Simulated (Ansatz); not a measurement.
Set up this calculation in Ansatz 0.2.0, as the native input.

| Quantity | Value |
| --- | --- |
| Task | relaxation of cell and atoms |
| Functional | BLYP |
| Potentials or basis | Ansatz PAW |
| Cutoff | 420 eV (not typed: the program's choice for these potentials) |
| k mesh | 8 × 8 × 8 |
| Occupations | fermi-dirac, width 0.05 eV |
| Spin | no spin polarisation |

The system is BeTe.

```xyz
2
Lattice="0.0000 2.7700 2.7700 2.7700 0.0000 2.7700 2.7700 2.7700 0.0000" Properties=species:S:1:pos:R:3 pbc="T T T"
Te    4.1550    4.1550    4.1550
Be    0.0000    0.0000    0.0000
```

The input as run:

input.yaml

```yaml
crystal:
  lattice:
    - [0.0, 2.77, 2.77]
    - [2.77, 0.0, 2.77]
    - [2.77, 2.77, 0.0]
  atoms:
    - { symbol: Te, position: [0.75, 0.75, 0.75] }
    - { symbol: Be, position: [0.0, 0.0, 0.0] }
hamiltonian:
  xc: blyp
  pseudopotentials: { kind: paw }
kpoints:
  mp_grid: { grid: [8, 8, 8] }
scf:
  occupations: { method: fermi_dirac, width: 0.05 }
output:
  forces: true
  stress: true
relax:
  f_tol: 0.01
  max_steps: 40
  cell: { stress_tol: 0.05 }
```

Potentials or basis: Ansatz PAW.

Launch:

```sh
$ ansatz run input.yaml --threads 2 --pin off --max-ram 5632MiB --backend cpu --events-out ev --progress --plain --runs-dir out
```

Results of the run:

```
Relaxed volume                         : 23.76 Å³/atom
Relaxed cell                           : a = 4.066 Å, b = 4.066 Å, c = 4.066 Å, α = 60.00°, β = 60.00°, γ = 60.00°
Space group after relaxing (to 0.05 Å) : F-43m (No. 216)
Energy gained by relaxing              : 50.9 meV/atom
Ionic steps                            : 5
Pressure after relaxing                : 0.0 GPa
Band gap on the k mesh                 : 2.38 eV
```

Caveat: the plane-wave basis is chosen anew once the cell has moved, so the energies of steps on either side of that aren't comparable; spin-orbit coupling is left out, which moves the levels of the heavy elements; the volume moved by +12 % from the deposited cell, more than functionals usually miss; the PAW data sets come from PBE, with cores solved anew for the run's functional, which leaves a small shift of forces and pressure.

Run time: 14 s on 2 threads of Intel(R) Xeon(R) Processor @ 2.50GHz (Skylake/Cascade Lake), on a shared host, peak memory 0.35 GiB.
